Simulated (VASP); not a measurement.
A run of VASP 6.6.1 is set up as follows.

INCAR

```
SYSTEM = HfO2
PREC = Accurate ; ENCUT = 600
EDIFF = 1E-6 ; ISMEAR = -1
SIGMA = 0.05 ; LREAL = .False.
LASPH = .True. ; NELM = 80
ALGO = Normal ; ISIF = 2
LWAVE = .False. ; LCHARG = .False.
GGA = CA ; IBRION = 2
NSW = 60 ; EDIFFG = -0.01
KPAR = 8
```

The input KPOINTS:

```
Automatic mesh
0
Gamma
  6 6 4
  0 0 0
```

Contents of POSCAR:

```
HfO2                                    
1.0
    3.4997152173      0.0000000000      0.0000000000
    0.0000000000      3.4997152173      0.0000000000
   -0.0000000000      0.0000000000      5.0378164066
  Hf              O             
     2     4
Direct
     0.5000000000000000    0.5000000000000000    0.5000000000000000
     0.0000000000000000    0.0000000000000000    0.0000000000000000
     0.0000000000000000    0.5000000000000000    0.7057614168290736
     0.5000000000000000    0.0000000000000000    0.7942385831709264
     0.5000000000000000    0.0000000000000000    0.2942385831709264
     0.0000000000000000    0.5000000000000000    0.2057614168290737
```

Potentials or basis: VASP PAW LDA potentials, release 64 (Hf_pv, O).

Command:

```console
$ cat potpaw_LDA.64/Hf_pv/POTCAR potpaw_LDA.64/O/POTCAR > POTCAR
$ mpirun -np 8 vasp_std > vasp.out
```

Task: Predict the band gap on the k mesh.

Result: 4.47 eV, indirect (least direct gap 4.66 eV).

Task: Predict the energy gained by relaxing.

Result: 0.8 meV/atom.

Forces in eV/Å, atoms in the order of the input:
```
Hf   0.000  0.000  0.000
Hf   0.000  0.000  0.000
O    0.000  0.000  0.009
O    0.000  0.000 -0.009
O    0.000  0.000 -0.009
O    0.000  0.000  0.009
```

Caveat: spin-orbit coupling is left out, which moves the levels of the heavy elements. A k mesh can miss the band edges.
